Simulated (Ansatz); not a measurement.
**Au: equation of state with PBE**

Au:

```
Au
1.0
     1.41131   -2.55593    0.00000
     1.41131    2.55593    0.00000
     0.00000    0.00000    4.89317
Au
2
Direct
  0.33467 0.66533 0.25000
  0.66533 0.33467 0.75000
```

This isn't the form of Au at room conditions, which is fcc.

- Program: Ansatz 0.2.0
- Task: equation of state
- Functional: PBE
- Potentials or basis: all-electron LAPW, scalar-relativistic
- Basis error allowed: 0.0005 eV/atom
- k mesh: 11 × 11 × 6
- Occupations: fermi-dirac, width 0.05 eV
- Spin: no spin polarisation

* Equilibrium volume: 18.03 Å³/atom
* Bulk modulus at fixed shape and positions: 138 GPa
* Pressure derivative of the bulk modulus: 5.9

Energy against volume, from the lowest point:
```
volume (Å³/atom)  energy (meV/atom)
          16.592              59.98
          16.945              32.60
          17.298              14.21
          17.651               3.67
          18.004               0.00
          18.357               2.35
          18.710               9.95
```

All runs of the series together: 4.1 min on 1 thread of Intel(R) Xeon(R) 6975P-C (Granite Rapids), on a shared host.

Caveat: the cell was scaled at fixed shape and fractional positions, which overstates the stiffness of a crystal with free parameters, most of all of layers and chains. The run has no spin-orbit coupling, so splittings on Au are missing.
